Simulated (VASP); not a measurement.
# Cs2H (P6/mmm) in VASP: further runs

One crystal, Cs2H, is run at these levels: PBE, PBEsol, PW91; tasks: relaxation of cell and atoms, relaxation of the atoms.

Program: VASP 6.6.1. These are calculated values, not measurements. Logs are shortened: lines on timing, memory, paths and dates and some standing lists are left out, and cuts for length are marked.

## Step 1: Starting point

The structure is hexagonal, space group P6/mmm (No. 191). The conventional cell has a = 5.547 Å, b = 5.547 Å, c = 4.523 Å, α = 90.00°, β = 90.00°, γ = 120.00°. Around Cs (site symmetry -6m2) lie 3 Cs at 3.20 Å and 3 H at 3.20 Å. Around H (site symmetry 6/mmm) lie 6 Cs at 3.20 Å.

The cell was built by a generator and needn't be a form met in nature.

## Step 2: Relaxation of cell and atoms, PBE

File INCAR:

```
PREC     = Accurate       # precision mode
ENCUT    = 600            # plane-wave cutoff, eV
EDIFF    = 1E-7           # SCF threshold, eV
ISMEAR   = 0              # smearing method
SIGMA    = 0.05           # smearing width, eV
LREAL    = False          # projectors in reciprocal space
LASPH    = True           # aspherical terms in the spheres
NELM     = 60             # most SCF steps
ALGO     = Fast           # electronic algorithm
ISIF     = 3              # what is computed and relaxed
LWAVE    = False          # write WAVECAR
LCHARG   = False          # write CHGCAR
GGA      = PE             # functional
IBRION   = 2              # ionic algorithm
NSW      = 60             # ionic steps
EDIFFG   = -0.01          # ionic threshold
```

File KPOINTS:

```
regular mesh
0
Gamma
  6 6 6
```

File POSCAR:

```
Cs2H
1.0
    5.5471989200      0.0000000000      0.0000000000
   -2.7735994600      4.8040151800      0.0000000000
    0.0000000000      0.0000000000      4.5229973100
Cs H
2 1
Direct
    0.3333333300      0.6666666700      0.5000000000
    0.6666666700      0.3333333300      0.5000000000
    0.0000000000      0.0000000000      0.5000000000
```

Potentials or basis: VASP PAW PBE potentials, release 64 (Cs_sv, H).

The run is started by

```
$ cat potpaw_PBE.64/Cs_sv/POTCAR potpaw_PBE.64/H/POTCAR > POTCAR
$ mpirun -np 1 vasp_std > vasp.out
```

OUTCAR:

```text
PREC = Accurate
   ENCUT = 600
   EDIFF = 1E-7
   ISMEAR = 0
   LREAL = False
   LASPH = True
   NELM = 60
   ISIF = 3
   GGA = PE
   IBRION = 2
   NSW = 60
   EDIFFG = -0.01

 ion  position               nearest neighbor table
   1  0.333  0.667  0.500-
   2  0.667  0.333  0.500-
   3  0.000  0.000  0.500-

  LATTYP: Found a hexagonal cell.
 ALAT       =     5.5471989200
 C/A-ratio  =     0.8153659847

  Lattice vectors:

 A1 = (   5.5471989200,   0.0000000000,   0.0000000000)
 A2 = (  -2.7735994600,   4.8040151800,   0.0000000000)
 A3 = (   0.0000000000,   0.0000000000,   4.5229973100)

Analysis of symmetry for initial positions (statically):
=====================================================================
 Subroutine PRICEL returns:
 Original cell was already a primitive cell.

 Routine SETGRP: Setting up the symmetry group for a
 hexagonal supercell.

 Subroutine GETGRP returns: Found 24 space group operations
 (whereof 24 operations were pure point group operations)
 out of a pool of 24 trial point group operations.

The static configuration has the point symmetry D_6h.

Analysis of symmetry for dynamics (positions and initial velocities):
=====================================================================
 Subroutine PRICEL returns:
 Original cell was already a primitive cell.

 Routine SETGRP: Setting up the symmetry group for a
 hexagonal supercell.

 Subroutine GETGRP returns: Found 24 space group operations
 (whereof 24 operations were pure point group operations)
 out of a pool of 24 trial point group operations.

The dynamic configuration has the point symmetry D_6h.

 Subroutine INISYM returns: Found 24 space group operations
 (whereof 24 operations are pure point group operations),
 and found     1 'primitive' translations

----------------------------------------------------------------------------------------

                                     Primitive cell

  volume of cell :     120.5326

  direct lattice vectors                    reciprocal lattice vectors
     5.547198920  0.000000000  0.000000000     0.180271163  0.104079605  0.000000000
    -2.773599460  4.804015180  0.000000000     0.000000000  0.208159209  0.000000000
     0.000000000  0.000000000  4.522997310     0.000000000  0.000000000  0.221092327

  length of vectors
     5.547198920  5.547198916  4.522997310     0.208159209  0.208159209  0.221092327

  position of ions in fractional coordinates (direct lattice)
     0.333333330  0.666666670  0.500000000
     0.666666670  0.333333330  0.500000000
     0.000000000  0.000000000  0.500000000

  ion indices of the primitive-cell ions
   primitive index   ion index
                 1           1
                 2           2
                 3           3

----------------------------------------------------------------------------------------

 KPOINTS: regular mesh

Automatic generation of k-mesh.
 Grid dimensions read from file:
 generate k-points for:    6    6    6

 Generating k-lattice:

  Cartesian coordinates                     Fractional coordinates (reciprocal lattice)
     0.030045194  0.017346601  0.000000000     0.166666667  0.000000000  0.000000000
     0.000000000  0.034693202  0.000000000     0.000000000  0.166666667  0.000000000
     0.000000000  0.000000000  0.036848721     0.000000000  0.000000000  0.166666667

  Length of vectors
     0.034693201  0.034693202  0.036848721

  Shift w.r.t. Gamma in fractional coordinates (k-lattice)
     0.000000000  0.000000000  0.000000000

 Subroutine IBZKPT returns following result:
 ===========================================

 Found     28 irreducible k-points:

 Following reciprocal coordinates:
            Coordinates               Weight
  0.000000  0.000000  0.000000      1.000000
  0.166667  0.000000  0.000000      6.000000
  0.333333  0.000000  0.000000      6.000000
  0.500000  0.000000  0.000000      3.000000
  0.166667  0.166667  0.000000      6.000000
  0.333333  0.166667  0.000000     12.000000
[... 16 lines left out ...]
  0.166667  0.000000  0.500000      6.000000
  0.333333  0.000000  0.500000      6.000000
 [... further k-points ...]
   k-points           NKPTS =     28   k-points in BZ     NKDIM =     28   number of bands    NBANDS=     13
   number of dos      NEDOS =    301   number of ions     NIONS =      3
   total plane-waves  NPLWV =  82944
   dimension x,y,z NGX =    48 NGY =   48 NGZ =   36
   dimension x,y,z NGXF=    96 NGYF=   96 NGZF=   72
   ions per type =               2   1
   NGX,Y,Z   is equivalent  to a cutoff of  14.39, 14.39, 13.23 a.u.
   NGXF,Y,Z  is equivalent  to a cutoff of  28.77, 28.77, 26.46 a.u.
 SYSTEM =  unknown system
   PREC   = accura    normal or accurate (medium, high low for compatibility)
   ISTART =      0    job   : 0-new  1-cont  2-samecut
   ICHARG =      2    charge: 1-file 2-atom 10-const
   ISPIN  =      1    spin polarized calculation?
   LNONCOLLINEAR =      F non collinear calculations
   LSORBIT =      F    spin-orbit coupling
   LASPH  =      T    aspherical Exc in radial PAW
   ENCUT  =  600.0 eV  44.10 Ry    6.64 a.u.  11.08 11.08  9.03*2*pi/ulx,y,z
   NELM   =     60;   NELMIN=  2; NELMDL= -5     # of ELM steps
   EDIFF  = 0.1E-06   stopping-criterion for ELM
   LREAL  =      F    real-space projection
   EDIFFG = -.1E-01   stopping-criterion for IOM
   NSW    =     60    number of steps for IOM
   IBRION =      2    ionic relax: 0-MD 1-quasi-New 2-CG
   NFREE  =      1    steps in history (QN), initial steepest desc. (CG)
   ISIF   =      3    stress and relaxation
   ISYM   =      2    0-nonsym 1-usesym 2-fastsym
   POTIM  = 0.5000    time-step for ionic-motion
   TEBEG  =    0.0;   TEEND  =   0.0 temperature during run
   PSTRESS=    0.0 pullay stress
   NELECT =      19.0000    total number of electrons
   NUPDOWN=      -1.0000    fix difference up-down
   EMIN   =  10.00;   EMAX   =-10.00  energy-range for DOS
   EFERMI =   0.00;   METHOD = LEGACY
   ISMEAR =     0;   SIGMA  =   0.05  broadening in eV -4-tet -1-fermi 0-gaus
   EFERMI_NEDOS =   21; number of points for ismear=-14 and -15
   IALGO  =     68    algorithm
   IMIX   =      4    mixing-type and parameters
     AMIX     =   0.40;   BMIX     =  1.00
     AMIX_MAG =   1.60;   BMIX_MAG =  1.00
  volume/ion in A,a.u.               =      40.18       271.13
  Fermi-wavevector in a.u.,A,eV,Ry     =   0.884351  1.671181 10.640793  0.782076
  Thomas-Fermi vector in A             =   2.005239
   LORBIT       =      0    0 simple, 1 ext, 2 COOP (PROOUT), +10 PAW based schemes
   GGA     = PE    functional components
   LHFCALC =     F    Hartree Fock is set to
   AEXX    =    0.0000 exact exchange contribution
   IVDW    =     0    specifies the selected vdW correction
   LEPSILON=     F    determine dielectric tensor
   LRPA    =     F    only Hartree local field effects (RPA)
 conjugate gradient relaxation of ions
 non-spin polarized calculation
 RMM-DIIS sequential band-by-band and
 Gauss-broadening in eV      SIGMA  =   0.05
  energy-cutoff  :      600.00
  volume of cell :      120.53
 maximum number of plane-waves:      4042
 NGX is ok and might be reduce to    48
   NGX = 23   NGY = 23   NGZ = 19

--------------------------------------- Ionic step        1  -------------------------------------------

 number of electron      19.0000002 magnetization

 Free energy of the ion-electron system (eV)
  ---------------------------------------------------
  ext. energy  EPLUGINS =         0.00000000
  ---------------------------------------------------
  free energy    TOTEN  =        -3.33454163 eV

  energy without entropy =       -3.33052992  energy(sigma->0) =       -3.33253578

------------------------ aborting loop because EDIFF is reached ----------------------------------------

  FORCE on cell =-STRESS in cart. coord.  units (eV):
  Direction    XX          YY          ZZ          XY          YZ          ZX
  --------------------------------------------------------------------------------------
  -------------------------------------------------------------------------------------
  Total        4.1919232      4.1919232      0.9378540      0.0000000      0.0000000     -0.0000000
  in kB       55.7210721     55.7210720     12.4664090      0.0000000      0.0000000     -0.0000000
  external PRESSURE =      41.3028510 kB  Pullay stress =       0.0000000 kB
[... 92 lines left out ...]
  FREE ENERGIE OF THE ION-ELECTRON SYSTEM (eV)
  ---------------------------------------------------
  free  energy   TOTEN  =        -3.8063025208 eV

  energy  without entropy=       -3.8024586986  energy(sigma->0) =       -3.80438061

[... ionic steps 4 to 8 ...]

--------------------------------------- Ionic step        9  -------------------------------------------

 number of electron      18.9999999 magnetization

------------------------ aborting loop because EDIFF is reached ----------------------------------------
[... 69 lines left out ...]
--------------------------------------- Ionic step       11  -------------------------------------------

 number of electron      19.0000000 magnetization

 Free energy of the ion-electron system (eV)
  ---------------------------------------------------
  ext. energy  EPLUGINS =         0.00000000
  ---------------------------------------------------
  free energy    TOTEN  =        -3.90713697 eV

  energy without entropy =       -3.90601587  energy(sigma->0) =       -3.90657642

 E-fermi :   1.0226     XC(G=0):  -5.8850

 val. band max:        0.9227852090   @ k =   0.3333   0.3333   0.0000
 cond. band min:       1.0355911347   @ k =   0.3333   0.3333   0.5000
 fundamental gap:      0.1128059257
 Fermi energy:         1.0225811681

 k-point     1 :       0.0000    0.0000    0.0000
  band No.  band energies     occupation
      1     -23.6232      2.00000
      2     -23.3514      2.00000
      3     -10.8545      2.00000
      4     -10.8545      2.00000
      5     -10.3371      2.00000
      6     -10.0172      2.00000
      7      -9.8455      2.00000
      8      -9.8455      2.00000
      9      -1.7173      2.00000
     10       0.4338      2.00000
     11       2.7136      0.00000
     12       2.7136      0.00000
     13       2.9525      0.00000
[... 354 lines left out ...]
  band No.  band energies     occupation
      1     -23.5641      2.00000
      2     -23.4076      2.00000
      3     -10.9107      2.00000
      4     -10.6909      2.00000
      5     -10.3829      2.00000
      6     -10.1780      2.00000
      7     -10.0044      2.00000
      8      -9.7440      2.00000
      9      -1.0907      2.00000
     10       1.2635      0.00000
     11       1.6522      0.00000
     12       1.8997      0.00000
     13       1.9254      0.00000

 [... further k-points ...]

------------------------ aborting loop because EDIFF is reached ----------------------------------------

  FORCE on cell =-STRESS in cart. coord.  units (eV):
  Direction    XX          YY          ZZ          XY          YZ          ZX
  --------------------------------------------------------------------------------------
  -------------------------------------------------------------------------------------
  Total        0.0051827      0.0051827     -0.0177451      0.0000000      0.0000000      0.0000000
  in kB        0.0435198      0.0435198     -0.1490068      0.0000000      0.0000000      0.0000000
  external PRESSURE =      -0.0206558 kB  Pullay stress =       0.0000000 kB
[... 18 lines left out ...]
  FREE ENERGIE OF THE ION-ELECTRON SYSTEM (eV)
  ---------------------------------------------------
  free  energy   TOTEN  =        -3.9071369677 eV

  energy  without entropy=       -3.9060158734  energy(sigma->0) =       -3.90657642

 reached required accuracy - stopping structural energy minimisation
```

It took 6.9 min on 1 thread of Intel Xeon Platinum 8488C (Sapphire Rapids), shared host; peak memory 0.3 GiB.

Results:

| Item | Value |
| --- | --- |
| Free energy | -3.9071 eV |
| Relaxed volume | 63.60 Å³/atom |
| Relaxed cell | a = 6.481 Å, b = 6.481 Å, c = 5.245 Å, α = 90.00°, β = 90.00°, γ = 120.00° |
| Space group after relaxing (to 0.05 Å) | P6/mmm (No. 191) |
| Energy gained by relaxing | 190.9 meV/atom |
| Ionic steps | 11 |
| Pressure after relaxing | 0.0 GPa |
| Band gap on the k mesh | none (metal or under the smearing width) |

Step by step:
```csv
step,energy change (eV),largest force (eV/Å),pressure (GPa),volume (Å³)
1,0.0000,0.0000,4.13,120.53
2,-0.3664,0.0000,1.67,139.40
3,-0.4718,0.0000,0.83,153.19
4,-0.5083,0.0000,0.04,183.09
5,-0.5161,0.0000,0.27,173.44
6,-0.5406,0.0000,0.16,178.06
7,-0.5693,0.0000,-0.03,189.69
8,-0.5711,0.0000,-0.06,192.81
9,-0.5713,0.0000,-0.07,194.59
10,-0.5723,0.0000,-0.04,192.65
11,-0.5726,0.0000,0.00,190.80
```

Final structure:
```cif
data_structure
_symmetry_space_group_name_H-M 'P 1'
_symmetry_Int_Tables_number 1
_cell_length_a 6.4813
_cell_length_b 6.4813
_cell_length_c 5.2448
_cell_angle_alpha 90.000
_cell_angle_beta 90.000
_cell_angle_gamma 120.000
_cell_volume 190.80
loop_
_atom_site_label
_atom_site_type_symbol
_atom_site_fract_x
_atom_site_fract_y
_atom_site_fract_z
_atom_site_occupancy
Cs1 Cs 0.33333 0.66667 0.50000 1
Cs2 Cs 0.66667 0.33333 0.50000 1
H1 H 0.00000 0.00000 0.50000 1
```

Caveat: the volume moved by over 15 % at a fixed basis, so the end points are rough. Spin-orbit coupling is left out, which matters for the levels of Cs.

[end of part 1 of 2]
